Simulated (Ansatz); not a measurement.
# BN: the cost of one run

Method: DFT PBE, scalar-relativistic, plane waves, PAW, in Ansatz 0.2.0.

2 further runs of the same task are left out: 2 set aside as unsound or not needed.

**1. The system as given**

Symmetry: F-43m, No. 216, cubic system. Conventional cell: a = 3.624 Å, b = 3.624 Å, c = 3.624 Å, α = 90.00°, β = 90.00°, γ = 90.00°. Around B (site symmetry -43m) lie 4 N at 1.57 Å. N (site symmetry -43m) has 4 B at 1.57 Å as nearest neighbours.

Structure file:

```
B N
1.0
     0.00000    1.81208    1.81208
     1.81208    0.00000    1.81208
     1.81208    1.81208    0.00000
B N
1 1
Direct
  0.00000 0.00000 0.00000
  0.75000 0.75000 0.75000
```

It goes back to an entry of the Materials Project.

It is the result of an earlier relaxation at this level (volume 5.95 Å³/atom; gap on the mesh: 4.46 eV).

**2. Plan of the line**

The energy is mapped over two homogeneous strains; x, y and z are the crystal's own axes (z along the conventional c), which in the input's Cartesian frame point along (1.00, 0.00, 0.00), (0.00, 0.00, -1.00), (0.00, 1.00, 0.00).

- engineering shear strain xz: 7 values from −30 to 30 %
- normal strain along z: 7 values from −7.00 to 7.00 %

Nothing else is relaxed (fractional coordinates fixed). Energies count from the relaxed crystal. Points are written as (first, second).

**3. Point (−20 %, −7.00 %)**

The input, input.yaml:

```yaml
crystal:
  lattice:
    - [-0.1812081026, 1.6852353542, 1.812081026]
    - [1.812081026, -0.1812081026, 1.812081026]
    - [1.6308729234, 1.5040272516, 0.0]
  atoms:
    - { symbol: B, position: [0.0, 0.0, 0.0] }
    - { symbol: "N", position: [0.75, 0.75, 0.75] }
basis:
  ecutwfc: 520.0
kpoints:
  mp_grid: { grid: [12, 12, 12] }
hamiltonian:
  xc: pbe
  pseudopotentials: { kind: paw, azcp: { folder: soft_1 } }
scf:
  occupations: { method: gaussian, width: 0.05 }
output:
  forces: true
  stress: true
  eigenvalues: true
```

Command:

```
> ansatz run input.yaml --threads 1 --pin off --max-ram 2048MiB --backend cpu --events-out ev --progress --plain --runs-dir out
```

Q: Estimate wall time and peak memory on 1 thread of Arm Neoverse N1, shared host.

About 13 s, with a peak of 0.35 GiB.
